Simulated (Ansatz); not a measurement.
Here is an Ansatz input file for RbBr, space group Fm-3m. Write the same calculation for the Python package.

```yaml
crystal:
  lattice:
    - [0.0, 3.427, 3.427]
    - [3.427, 0.0, 3.427]
    - [3.427, 3.427, 0.0]
  atoms:
    - { symbol: Rb, position: [0.0, 0.0, 0.0] }
    - { symbol: Br, position: [0.5, 0.5, 0.5] }
basis:
  ecutwfc: 421.77648681281397
kpoints:
  mp_grid:
    grid: [4, 4, 4]
hamiltonian:
  xc: lda
scf:
  occupations:
    method: fixed
phonons:
  method: dfpt
```

The script, `rbbr.py`:
```python
"""Zone-centre and zone-boundary phonons of RbBr by linear response."""

from dataclasses import dataclass
from pathlib import Path

import ansatz as az
from ase import Atoms
import numpy as np


@dataclass(frozen=True)
class Settings:
    kmesh: tuple[int, ...] = (4, 4, 4)


cfg = Settings()


def main() -> None:
    atoms = Atoms(
        ["Rb", "Br"],
        scaled_positions=[
            [0.0, 0.0, 0.0],
            [0.5, 0.5, 0.5],
        ],
        cell=[
            [0.0, 3.427, 3.427],
            [3.427, 0.0, 3.427],
            [3.427, 3.427, 0.0],
        ],
        pbc=True,
    )
    crystal = az.Crystal.from_ase(atoms)

    base = (
        crystal.calculation()
        .basis(31 * az.Ry)
        .functional(az.Functional.LDA)
        .occupations(az.OccupationsMethod.FIXED)
        .kpoints(*cfg.kmesh)
        .phonons("dfpt")
    )
    out = base.run(threads=1, backend="cpu", runs_dir="runs")
    ph = out.phonons

    print("Gamma modes (1/cm):", " ".join(f"{w:.1f}" for w in ph.gamma_omega_inv_cm))
    print("in meV:", " ".join(f"{w * 0.1239842:.2f}" for w in ph.gamma_omega_inv_cm))


if __name__ == "__main__":
    main()
```

```console
$ python rbbr.py
Gamma modes (1/cm): 0.0 0.0 0.0 80.6 80.6 80.6
in meV: 0.00 0.00 0.00 9.99 9.99 9.99
```

Reading the output:
- The cell isn't relaxed first, so the values belong to this volume.
- Of the deposited cell: the entry's cell lengths or inner coordinates differ somewhat from later room-temperature determinations.
- No non-analytic term is added, so at the zone centre the longitudinal optical modes of a polar crystal aren't split off.
- The starting cell is as deposited in a crystallographic database; the results hold for this polymorph, which needn't be the stable one.
- The structure is taken as given; imaginary modes can come from an unrelaxed or unstable start.
- Timing: 4.9 s on 1 thread of Arm Neoverse V1 (shared host), peak memory 0.45 GiB.

(Lines on the test bed's own set-up are left out of the output.)
